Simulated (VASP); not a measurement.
A run of VASP 6.6.1 is set up as follows.

The input INCAR:

```
PREC = Accurate ; ENCUT = 520
EDIFF = 1E-6 ; ISMEAR = -1
SIGMA = 0.05 ; LREAL = F
LASPH = T ; NELM = 60
ALGO = Fast ; ISIF = 2
LWAVE = F ; LCHARG = T
GGA = PS ; LELF = T
LVHAR = T
```

File KPOINTS:

```
regular mesh
0
Gamma
  5 5 3
```

POSCAR

```
TaSi2
1.0
    4.7839000000      0.0000000000      0.0000000000
   -2.3919500000      4.1429789292      0.0000000000
    0.0000000000      0.0000000000      6.5700000000
Ta Si
3 6
Direct
    0.0000000000      0.5000000000      0.3333333333
    0.5000000000      0.5000000000      0.6666666667
    0.5000000000      0.0000000000      0.0000000000
    0.3179400000      0.1589700000      0.3333333333
    0.1589700000      0.8410300000      0.6666666667
    0.8410300000      0.6820600000      0.0000000000
    0.6820600000      0.8410300000      0.3333333333
    0.8410300000      0.1589700000      0.6666666667
    0.1589700000      0.3179400000      0.0000000000
```

Potentials or basis: VASP PAW PBE potentials, release 64 (Ta_pv, Si).

Run with:

```bash
$ cat potpaw_PBE.64/Ta_pv/POTCAR potpaw_PBE.64/Si/POTCAR > POTCAR
$ mpirun -np 1 vasp_std > vasp.out
```

What does it give for the band gap on the k mesh?

None (metal or under the smearing width).

Estimate the largest force.

0.012 eV/Å.

Stress tensor (GPa, compression positive):
```
-1.61  0.00  0.00
 0.00 -1.61  0.00
 0.00  0.00 -2.41
```

Caveat: the PAW data sets were made with another functional, which shifts forces and pressure a little. The run has no spin-orbit coupling, so splittings on Ta are missing.
